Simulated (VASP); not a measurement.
# Al₈N₇: saddle point by the improved dimer method

Al₈N₇, defect, 15 atoms in the cell. PBE, improved dimer method; PAW potentials Al, N (PBE set).

Path: a N atom hops into a neighbouring N vacancy; Length of the hop (Å): 3.089; Atoms free in the vibrations (from 0): 0, 2, 3, 4, 8.

## Input

INCAR.step1:
```
  PREC = Accurate
  ENCUT = 400
  EDIFF = 1E-7
  ISMEAR = 0
  SIGMA = 0.05
  LREAL = F
  LASPH = T
  NELM = 100
  ALGO = Normal
  LWAVE = F
  LCHARG = F
  ISYM = 0
  KPAR = 8
  IBRION = 2
  NSW = 100
  ISIF = 2
  EDIFFG = -0.005
  POTIM = 0.5
```

INCAR.step2, as INCAR.step1 but for:
```
- EDIFF = 1E-7
- EDIFFG = -0.005
+ EDIFF = 1E-6
+ EDIFFG = -0.02
```

INCAR.step3, as INCAR.step2 but for:
```
- IBRION = 2
- NSW = 100
- ISIF = 2
- POTIM = 0.5
+ IBRION = 44
+ NSW = 300
```

INCAR.step4, as INCAR.step3 but for:
```
- EDIFF = 1E-6
- IBRION = 44
- NSW = 300
- EDIFFG = -0.02
+ EDIFF = 1E-7
+ IBRION = 5
+ NFREE = 2
+ POTIM = 0.015
+ NSW = 1
```

KPOINTS:
```
k-points
0
Gamma
  3 3 3
```

POSCAR.step1:
```
Al8N7
1.0
    0.0000000000      4.3679871192      4.3679871192
    4.3679871192      0.0000000000      4.3679871192
    4.3679871192      4.3679871192      0.0000000000
Al N
8 7
Direct
    0.0000000000      0.0000000000      0.0000000000
    0.0000000000      0.0000000000      0.5000000000
    0.0000000000      0.5000000000      0.0000000000
    0.0000000000      0.5000000000      0.5000000000
    0.5000000000      0.0000000000      0.0000000000
    0.5000000000      0.0000000000      0.5000000000
    0.5000000000      0.5000000000      0.0000000000
    0.5000000000      0.5000000000      0.5000000000
    0.1250000000      0.1250000000      0.6250000000
    0.1250000000      0.6250000000      0.1250000000
    0.1250000000      0.6250000000      0.6250000000
    0.6250000000      0.1250000000      0.1250000000
    0.6250000000      0.1250000000      0.6250000000
    0.6250000000      0.6250000000      0.1250000000
    0.6250000000      0.6250000000      0.6250000000
```

POSCAR.step2:
```
Al8N7
1.0
    0.0000000000      4.3679871192      4.3679871192
    4.3679871192      0.0000000000      4.3679871192
    4.3679871192      4.3679871192      0.0000000000
Al N
8 7
Direct
    0.0000000000      0.0000000000      0.0000000000
    0.0000000000      0.0000000000      0.5000000000
    0.0000000000      0.5000000000      0.0000000000
    0.0000000000      0.5000000000      0.5000000000
    0.5000000000      0.0000000000      0.0000000000
    0.5000000000      0.0000000000      0.5000000000
    0.5000000000      0.5000000000      0.0000000000
    0.5000000000      0.5000000000      0.5000000000
    0.1250000000      0.1250000000      0.1250000000
    0.1250000000      0.6250000000      0.1250000000
    0.1250000000      0.6250000000      0.6250000000
    0.6250000000      0.1250000000      0.1250000000
    0.6250000000      0.1250000000      0.6250000000
    0.6250000000      0.6250000000      0.1250000000
    0.6250000000      0.6250000000      0.6250000000
```

POSCAR.step3:
```
Al8N7                                   
1.0
    0.0000000000      4.3679871192      4.3679871192
    4.3679871192      0.0000000000      4.3679871192
    4.3679871192      4.3679871192      0.0000000000
Al N
8 7
Direct
   -0.0512264265     -0.0301425462      0.0232560163
    0.0041869709      0.0036367961      0.4751671835
   -0.0032553453      0.5024303842     -0.0176533062
    0.9867230727      0.5148391095      0.4871254293
    0.5052083941     -0.0068859976     -0.0142439692
    0.5100119353      0.9920903120      0.4789384794
    0.4983171233      0.5039325481      0.9841508089
    0.5002384510      0.5048244188      0.4855630269
    0.1552406540      0.1508872279      0.8310845047
    0.1355529918      0.6103594894      0.1091951565
    0.1286752246      0.6403487319      0.5964882914
    0.6085413616      0.1358473952      0.1126699116
    0.6463126333      0.1142887765      0.5992598471
    0.6290215054      0.6204676932      0.1046362719
    0.6215026701      0.6247417466      0.6076941194

   -0.0564448632     -0.0564446142     -0.0001650494
   -0.0411145288     -0.0411147774     -0.0001651134
   -0.0428112576     -0.0547480207      0.0018618087
   -0.0545712630     -0.0429883454     -0.0017085468
   -0.0547481510     -0.0428113997      0.0018618159
   -0.0429881327     -0.0545710425     -0.0017085488
   -0.0446849064     -0.0446849999      0.0000118275
   -0.0528744972     -0.0528744017      0.0000118617
    0.6829158861      0.6829158755      0.0002573886
   -0.0507830491     -0.0505255912     -0.0000000308
   -0.0470338085     -0.0467764515      0.0000000073
   -0.0505256300     -0.0507829852     -0.0000000309
   -0.0467763869     -0.0470338467      0.0000000104
   -0.0487797117     -0.0487797092      0.0017458906
   -0.0487796999     -0.0487796901     -0.0020032907
```

POSCAR.step4:
```
Al8N7
1.0
    0.0000000000      4.3679871192      4.3679871192
    4.3679871192      0.0000000000      4.3679871192
    4.3679871192      4.3679871192      0.0000000000
Al N
8 7
Selective dynamics
Direct
    0.9564493423      0.9570190331      0.0250369391  T T T
    0.0196526507      0.0200399662      0.4630262767  F F F
    0.0091782206      0.4792442631      0.9653805942  T T T
    0.0089995221      0.4797518671      0.5118773531  T T T
    0.4788072921      0.0095534071      0.9653033176  T T T
    0.4791962192      0.0094294969      0.5118140291  F F F
    0.4922800775      0.4927763146      0.9903133501  F F F
    0.5130696007      0.5134351998      0.4696157353  F F F
    0.1632093210      0.1636612976      0.8192890062  T T T
    0.1169879820      0.5945941417      0.1271330229  F F F
    0.1382265565      0.6511251718      0.5882588075  F F F
    0.5940054357      0.1175032650      0.1270544319  F F F
    0.6507256278      0.1384748417      0.5882058553  F F F
    0.6271625186      0.6275485277      0.0941929576  F F F
    0.6271008496      0.6275092922      0.6168300946  F F F
```

POSCAR.step5:
```
Al8N7
1.0
    0.0000000000      4.3679871192      4.3679871192
    4.3679871192      0.0000000000      4.3679871192
    4.3679871192      4.3679871192      0.0000000000
Al N
8 7
Selective dynamics
Direct
    0.0013376603      0.0013376849      0.0013376633  T T T
    0.0013377000      0.0013376737      0.4959869563  F F F
    0.0013376745      0.4959869559      0.0013376755  T T T
    0.9979074533      0.5006975221      0.5006975124  T T T
    0.4959869546      0.0013376747      0.0013377031  T T T
    0.5006975221      0.9979074536      0.5006975064  F F F
    0.5006975105      0.5006975098      0.9979074539  F F F
    0.5006975058      0.5006975060      0.5006975206  F F F
    0.1255965293      0.1255965264      0.6244034823  T T T
    0.1255965187      0.6244034974      0.1255965185  F F F
    0.1255965210      0.6244034827      0.6244034754  F F F
    0.6244034855      0.1255965302      0.1255965276  F F F
    0.6244034925      0.1255965095      0.6244034878  F F F
    0.6244034766      0.6244034766      0.1255965250  F F F
    0.6249999955      0.6249999966      0.6249999918  F F F
```

Commands (each step's output is kept before the next begins):
```
cat potpaw_PBE.64/Al/POTCAR potpaw_PBE.64/N/POTCAR > POTCAR
cp INCAR.step1 INCAR
cp POSCAR.step1 POSCAR
mpirun -np 8 vasp_std > vasp.out
cp INCAR.step2 INCAR
cp POSCAR.step2 POSCAR
mpirun -np 8 vasp_std > vasp.out
# the block under the positions in POSCAR is the starting axis: the straight line between the two relaxed ends
cp INCAR.step3 INCAR
cp POSCAR.step3 POSCAR
mpirun -np 8 vasp_std > vasp.out
# POSCAR: the saddle point
cp INCAR.step4 INCAR
cp POSCAR.step4 POSCAR
mpirun -np 8 vasp_std > vasp.out
# POSCAR: the relaxed minimum
cp POSCAR.step5 POSCAR
mpirun -np 8 vasp_std > vasp.out
```

## Result

- Barrier (eV): 3.074
- Barrier with zero-point energies (eV): 3.029
- Imaginary frequency (cm⁻¹): 274
- Imaginary modes at the saddle: 1
- Attempt frequency (THz): 82.8
- Force evaluations of the dimer: 73
- Largest force left (eV/Å): 0.0125
- Ionic steps, all stages: 145
- Electronic steps, all stages: 943

Vibrations (cm⁻¹; a negative value is imaginary):

| Mode | Minimum | Saddle |
|---|---|---|
| 1 | 667 | 818 |
| 2 | 631 | 531 |
| 3 | 591 | 458 |
| 4 | 469 | 450 |
| 5 | 466 | 423 |
| 6 | 430 | 415 |
| 7 | 415 | 398 |
| 8 | 400 | 383 |
| 9 | 394 | 360 |
| 10 | 378 | 324 |
| 11 | 320 | 298 |
| 12 | 287 | 283 |
| 13 | 261 | 244 |
| 14 | 234 | 44 |
| 15 | 217 | -274 |

Harmonic rate, classical:

| Temperature (K) | Jumps per second |
|---|---|
| 300 | 1.9e-38 |
| 600 | 1.2e-12 |
| 900 | 0.0005 |

The cell is AlN (16 atoms) with one N atom missing.

Limits: the cell holds 15 atoms, so the vacancy or interstitial meets its own images and the barrier isn't that of a lone defect; the attempt frequency counts the hopping atom and the four atoms nearest to it, while all others are held.

VASP 6.6.1 took 661 s on 8 cores (Intel Xeon 6975P-C (Granite Rapids)), a shared host.
